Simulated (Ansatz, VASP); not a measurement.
## Two plane-wave programs on TiAl3

```
Ti Al
1.0
     2.83968    0.00000    0.00000
     0.00000    4.68126    0.00000
     0.00000    0.00000    4.90074
Ti Al
1 3
Direct
  0.00000 0.50000 0.16592
  0.50000 0.50000 0.66727
  0.50000 0.00000 0.33091
  0.00000 0.00000 0.83590
```

Alike in both runs: task single point; functional PBE; k mesh 12 × 8 × 8; occupations gaussian, width 0.1 eV; no spin polarisation.

|  | VASP | Ansatz |
| --- | --- | --- |
| version | VASP 6.6.1 | Ansatz 0.2.0 |
| potentials or method | VASP PAW PBE potentials, release 64 (Ti_sv, Al) | scalar-relativistic, plane waves, PAW |
| plane-wave cutoff (eV) | 520 | 420 |
| valence electrons in the cell | 21 | 21 |

|  | VASP | Ansatz | Ansatz less VASP |
| --- | --- | --- | --- |
| gap on the k mesh at the Fermi level (eV) | none | none | - |
| pressure (GPa) | -0.1 | 0.0 | +0.07 |
| largest component of the traceless stress (GPa) | 0.91 | 0.90 | -0.005 |
| rms of the force components (eV/Å) | 0.017 | 0.017 | 0.0000 |

Atom by atom the forces differ by 0.001 eV/Å (rms over components). A gap of «none» marks a metal or a gap that the smearing closes. With one functional, cell and mesh, what is left measures potentials, basis and numerics.
